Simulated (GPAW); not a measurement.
The system is Al.

```
Al
1.0
     2.82708    0.00000    0.00000
    -1.41354    2.44832    0.00000
     0.00000    0.00000    9.18599
Al
4
Direct
  0.66667 0.33333 0.75000
  0.00000 0.00000 0.50000
  0.33333 0.66667 0.25000
  0.00000 0.00000 0.00000
```

This isn't the form of Al at room conditions, which is fcc.

| Quantity | Value |
| --- | --- |
| Program | GPAW 26.7.0 |
| Task | relaxation of cell and atoms |
| Functional | PBEsol |
| Dispersion | D3(BJ)+ATM |
| Potentials or basis | PAW data sets generated in the run's folder for this functional |
| Cutoff | 600 eV |
| Basis | pw |
| k mesh | 9 × 9 × 3 |
| Occupations | fermi-dirac, width 0.05 eV |
| Spin | no spin polarisation |

At the start: pressure -1.2 GPa; volume 15.90 Å³/atom.

**Question.** Where does the relaxation end?

**Answer.** Over 6 steps the energy falls by 3.5 meV/atom and the volume is 15.66 Å³/atom (-1.5 %); space group P6_3/mmc (No. 194, to 0.05 Å).

Step by step:
| step | energy change (eV) | largest force (eV/Å) | pressure (GPa) | volume (Å³) |
| --- | --- | --- | --- | --- |
| 1 | 0.0000 | 0.0000 | -1.25 | 63.58 |
| 2 | -0.0019 | 0.0000 | -1.13 | 63.50 |
| 3 | -0.0130 | 0.0000 | 0.71 | 62.29 |
| 4 | -0.0137 | 0.0000 | 0.26 | 62.57 |
| 5 | -0.0138 | 0.0000 | 0.26 | 62.57 |
| 6 | -0.0141 | 0.0000 | 0.16 | 62.65 |

Final structure:
```xyz
4
Lattice="2.7952 0.0000 0.0000 -1.3976 2.4207 0.0000 0.0000 0.0000 9.2597" Properties=species:S:1:pos:R:3 pbc="T T T"
Al    1.3976    0.8069    6.9448
Al    0.0000    0.0000    4.6299
Al    0.0000    1.6138    2.3149
Al    0.0000    0.0000    0.0000
```

Caveat: later steps reuse the first step's grids; pairwise dispersion overbinds metals, which lowers pressure and volume.
